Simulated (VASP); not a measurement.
# GaN in VASP: how settings move the PBE single point

The PBE single point of GaN built on the zincblende prototype, under +1.0 % equal strain in all directions is repeated with altered inputs. Which of them can be trusted?

Program: VASP 6.6.1. PAW datasets, plane waves. Spin-unpolarised (in the reference); all numbers are computed.

## 1. The system as given

The cell comes from an earlier relaxation with r2SCAN in another program. Some of the altered inputs switch spin polarisation on.

The symmetry is F-43m (No. 216, cubic); a = 4.543 Å in the conventional setting, 11.72 Å³ an atom. Ga has 4 N at 1.97 Å; N has 4 Ga at 1.97 Å.

Coordinates:

```xyz
2
Lattice="0.0000 2.2714 2.2714 2.2714 0.0000 2.2714 2.2714 2.2714 0.0000" Properties=species:S:1:pos:R:3 pbc="T T T"
Ga    0.0000    0.0000    0.0000
N     1.1357    1.1357    1.1357
```

## 2. Reference

File INCAR:

```
ENCUT = 520.000000
SIGMA = 0.020000
EDIFF = 1.00e-07
GGA = PE
PREC = Accurate
IBRION = -1
ISIF = 2
ISMEAR = -1
NBANDS = 16
NELM = 120
NSW = 0
LASPH = .TRUE.
LCHARG = .FALSE.
LWAVE = .FALSE.
LREAL = .FALSE.
```

File KPOINTS:

```
KPOINTS created by Atomic Simulation Environment
0
Gamma
10 10 10
0 0 0
```

File POSCAR:

```
Ga N
 1.0000000000000000
     0.0000000000000000    2.2714420665000001    2.2714420665000001
     2.2714420665000001    0.0000000000000000    2.2714420665000001
     2.2714420665000001    2.2714420665000001    0.0000000000000000
 Ga  N
   1   1
Cartesian
  0.0000000000000000  0.0000000000000000  0.0000000000000000
  1.1357210332499998  1.1357210332499998  1.1357210332499998
```

A file KPOINTS_OPT adds named points for the levels; it doesn't enter the self-consistent loop.

Potentials: the recommended PBE PAW datasets, 18 valence electrons.

Started as:

```console
$ mpirun -np 1 vasp_std
```

The closing lines of the self-consistent loop in OSZICAR:

```text
DAV:  12    -0.121532886978E+02   -0.50873E-05   -0.29881E-05  1704   0.499E-02    0.869E-03
DAV:  13    -0.121532884847E+02    0.21306E-06   -0.64045E-07  1880   0.127E-02    0.248E-03
DAV:  14    -0.121532884098E+02    0.74970E-07   -0.44930E-08  1336   0.268E-03
   1 F= -.12153288E+02 E0= -.12153288E+02  d E =-.225572E-10
```

Run time: 15 s. Hardware: 1 MPI rank of Intel Xeon Platinum 8488C, shared host; peak memory 0.15 GiB.

It gives: energy (σ→0) -12.1533 eV, pressure 0.72 GPa, gap on the mesh 1.57 eV.

## 3. Try 1

Changes to INCAR since step 2:

```diff
@@ -9,3 +9,2 @@
 NBANDS = 16
-NELM = 120
 NSW = 0
@@ -15 +14,5 @@
 LREAL = .FALSE.
+MAXMIX = 5
+ISPIN = 2
+MAGMOM = 3 3
+NELM = 70
```

KPOINTS is that of step 2.

POSCAR is that of step 2.

Started as:

```console
$ mpirun -np 1 vasp_std
```

Standard output, without the iteration lines:

```text
POSCAR found type information on POSCAR GaN
 POSCAR found :  2 types and       2 ions
 LDA part: xc-table for (Slater+PW92), standard interpolation
 POSCAR, INCAR and KPOINTS ok, starting setup
 FFT: planning ... GRIDC
 FFT: planning ... GRID_SOFT
 FFT: planning ... GRID
 WAVECAR not read
 entering main loop
```

OSZICAR:

```text
N       E                     dE             d eps       ncg     rms          rms(c)
DAV:   1     0.904914747239E+02    0.90491E+02   -0.96804E+03  3296   0.202E+03
DAV:   2    -0.241245283188E+01   -0.92904E+02   -0.86454E+02  3448   0.334E+02
DAV:   3    -0.868971243164E+01   -0.62773E+01   -0.62482E+01  3552   0.727E+01
DAV:   4    -0.876084617648E+01   -0.71134E-01   -0.71123E-01  3728   0.838E+00
DAV:   5    -0.876181214759E+01   -0.96597E-03   -0.96596E-03  3672   0.891E-01    0.246E+01
DAV:   6    -0.115894691087E+02   -0.28277E+01   -0.48603E+00  4544   0.361E+01    0.924E+00
DAV:   7    -0.121412616434E+02   -0.55179E+00   -0.39822E-01  3264   0.636E+00    0.278E+00
DAV:   8    -0.121562193082E+02   -0.14958E-01   -0.27170E-02  3144   0.183E+00    0.116E+00
DAV:   9    -0.121526243494E+02    0.35950E-02   -0.10954E-02  3904   0.105E+00    0.438E-01
DAV:  10    -0.121532072977E+02   -0.58295E-03   -0.10031E-03  3808   0.428E-01    0.152E-01
DAV:  11    -0.121532456510E+02   -0.38353E-04   -0.14167E-04  4016   0.194E-01    0.873E-02
DAV:  12    -0.121533024764E+02   -0.56825E-04   -0.33180E-05  3504   0.921E-02    0.462E-02
DAV:  13    -0.121532892243E+02    0.13252E-04   -0.14739E-05  3608   0.614E-02    0.898E-03
DAV:  14    -0.121532881447E+02    0.10796E-05   -0.16239E-06  3776   0.148E-02    0.398E-03
DAV:  15    -0.121532883980E+02   -0.25330E-06   -0.27705E-07  3464   0.666E-03    0.297E-03
DAV:  16    -0.121532884221E+02   -0.24073E-07   -0.25632E-08  2608   0.148E-03
   1 F= -.12153288E+02 E0= -.12153288E+02  d E =-.224879E-10  mag=     0.0000
```

Parts of OUTCAR:

```text
k-points           NKPTS =     47   k-points in BZ     NKDIM =     47   number of bands    NBANDS=     16

   NELECT =      18.0000    total number of electrons

   dimension x,y,z NGX =    24 NGY =   24 NGZ =   24
   dimension x,y,z NGXF=    48 NGYF=   48 NGZF=   48

  energy-cutoff  :      520.00
  volume of cell :       23.44
      direct lattice vectors                 reciprocal lattice vectors
     0.000000000  2.271442067  2.271442067    -0.220124478  0.220124478  0.220124478
     2.271442067  0.000000000  2.271442067     0.220124478 -0.220124478  0.220124478
     2.271442067  2.271442067  0.000000000     0.220124478  0.220124478 -0.220124478

 k-points in reciprocal lattice and weights: KPOINTS created by Atomic Simulation Env
   0.00000000  0.00000000  0.00000000       0.001
   0.10000000  0.00000000  0.00000000       0.008
   0.20000000  0.00000000  0.00000000       0.008
   0.30000000  0.00000000  0.00000000       0.008
   0.40000000  0.00000000  0.00000000       0.008
   0.50000000  0.00000000  0.00000000       0.004
   0.10000000  0.10000000  0.00000000       0.006
   0.20000000  0.10000000  0.00000000       0.024
[... 39 more k-points ...]

 E-fermi :   5.3959

 k-point     1 :       0.0000    0.0000    0.0000
  band No.  band energies     occupation
      1     -10.7074      1.00000
      2      -8.3988      1.00000
      3      -8.3988      1.00000
      4      -8.3988      1.00000
      5      -8.1025      1.00000
      6      -8.1025      1.00000
      7       5.0257      1.00000
      8       5.0257      1.00000
      9       5.0257      1.00000
     10       6.5965      0.00000
     11      15.1788      0.00000
     12      15.1788      0.00000
     13      15.1788      0.00000
     14      22.3099      0.00000
     15      23.7011      0.00000
     16      23.7011      0.00000

 k-point     2 :       0.1000    0.0000    0.0000
  band No.  band energies     occupation
      1     -10.6031      1.00000
      2      -8.3862      1.00000
      3      -8.3861      1.00000
      4      -8.3581      1.00000
      5      -8.1037      1.00000
      6      -8.1037      1.00000
      7       3.9168      1.00000
      8       4.9223      1.00000
      9       4.9223      1.00000
     10       7.4731      0.00000
     11      14.6830      0.00000
     12      15.3376      0.00000
     13      15.3377      0.00000
     14      22.3931      0.00000
     15      22.4175      0.00000
     16      22.4175      0.00000

 k-point     3 :       0.2000    0.0000    0.0000
  band No.  band energies     occupation
      1     -10.3436      1.00000
      2      -8.3568      1.00000
      3      -8.3568      1.00000
      4      -8.1899      1.00000
      5      -8.1024      1.00000
      6      -8.1024      1.00000
      7       2.1390      1.00000
      8       4.6682      1.00000
      9       4.6682      1.00000
     10       8.5458      0.00000
     11      13.9123      0.00000
     12      15.5975      0.00000
     13      15.5975      0.00000
     14      21.2969      0.00000
     15      21.6578      0.00000
     16      21.6578      0.00000

[... the tables of k-points 4 to 47 left out ...]

  Total        0.1047300      0.1047300      0.1047300      0.0000000      0.0000000      0.0000000
  in kB        7.1589088      7.1589088      7.1589088      0.0000000      0.0000000      0.0000000
  external PRESSURE =       7.1589088 kB  Pullay stress =       0.0000000 kB

 POSITION                                       TOTAL-FORCE (eV/Angst)
 -----------------------------------------------------------------------------------
      0.00000      0.00000      0.00000        -0.000000     -0.000000     -0.000000
      1.13572      1.13572      1.13572         0.000000      0.000000      0.000000
 -----------------------------------------------------------------------------------
    total drift:                                0.000002      0.000002      0.000001

  FREE ENERGIE OF THE ION-ELECTRON SYSTEM (eV)
  ---------------------------------------------------
  free  energy   TOTEN  =       -12.1532884221 eV

  energy  without entropy=      -12.1532884221  energy(sigma->0) =      -12.15328842
```

Wall time 33 s (1 MPI rank of Intel Xeon Platinum 8488C, shared host); peak memory 0.16 GiB.

Changed: MAXMIX = 5, ISPIN = 2, MAGMOM = 3 3, NELM = 70. The run ends normally. Against the reference the energy moves by less than 0.1 meV/atom. The run starts with moments and ends with 0.00 μB a cell: no net moment is left.

## 4. Side by side

| run | changed | ending | energy change (meV/atom) | pressure (GPa) | gap on the mesh (eV; negative: overlap) | electronic steps | time | usable |
| --- | --- | --- | --- | --- | --- | --- | --- | --- |
| ref. | – | converged | 0 | 0.7 | 1.57 | 14 | 15 s | yes |
| 1 | MAXMIX = 5, ISPIN = 2, MAGMOM = 3 3, NELM = 70 | converged | 0.0 | 0.7 | – | 16 | 33 s | yes |

What this shows: The altered input gave usable results.
